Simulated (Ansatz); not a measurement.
SrTiO3, cubic perovskite, relaxed with r2SCAN in Ansatz 0.2.0: it is cubic, Pm-3m (No. 221); a = 3.907 Å in the conventional setting, 11.93 Å³ an atom. Sr has 12 O at 2.76 Å; Ti has 6 O at 1.95 Å; O has 2 Ti at 1.95 Å and 4 Sr at 2.76 Å. It was then strained (isotropic on every length). Unstrained, HSE06 gives 3.321 eV (R → Γ, 4×4×4 mesh), and the band edges keep their places in every row. Stress is positive in compression. Spin-unpolarised throughout; all numbers are computed.

| strain (%) | ln(V/V₀) | ΔE_g, HSE06 (eV) | Δpressure, r2SCAN (GPa) | Δ(mean ε∞, r2SCAN) |
| --- | --- | --- | --- | --- |
| -4.0 | -0.1225 | +0.287 | +30.27 | -0.13 |
| -3.0 | -0.0914 | +0.219 | +21.11 | -0.11 |
| -1.0 | -0.0302 | +0.075 | +6.10 | -0.05 |
| +1.0 | +0.0299 | -0.076 | -5.30 | +0.05 |
| +2.0 | +0.0594 | -0.154 | -9.88 | +0.10 |
| +3.0 | +0.0887 | -0.232 | -13.83 | +0.17 |
| +4.0 | +0.1177 | -0.312 | -17.22 | +0.24 |

Task: Fit ΔE_g = a x + b x² to these rows by least squares, with x = ln(V/V₀).

Result: The normal equations take Σx² = 5.042e-02, Σx³ = -6.465e-05, Σx⁴ = 5.629e-04, ΣxΔE = -1.262e-01 and Σx²ΔE = -5.541e-04, and give a = -2.50 eV, b = -1.3 eV; the largest residual is 0.001 eV. a is the volume deformation potential of this gap.

Task: Fit the change of pressure in the same way.

Result: Δpressure = -194.3 x + (420) x² GPa. So B₀ = 194.3 GPa and B′ ≈ 2 × 420/194.3 = 4.3; two terms over so wide a range bias B₀ by a few per cent and B′ by more; the gap's pressure coefficient at zero is −a/B₀ = +13 meV/GPa, with HSE06's a and r2SCAN's B₀.

Task: Predict the withheld row at -2.0 % (x = -0.0606).

Result: ΔE_g ≈ -2.50 × (-0.0606) + (-1.3) × (-0.0606)² = +0.147 eV, and Δpressure ≈ +13.32 GPa. The runs give +0.149 eV and +13.10 GPa, off by +0.002 eV and -0.22 GPa.

Task: Fit the last column too (unstrained value 5.64), and predict it for the withheld row.

Result: Δ = +1.56 x + (4.0) x², which gives -0.08 at x = -0.0606; the run gives -0.08.

The meshes of the hybrids are coarse, so their gaps aren't converged to the digits shown.

For a response run the program warns that the ground state's bands aren't all converged, so ε∞ carries an extra error.
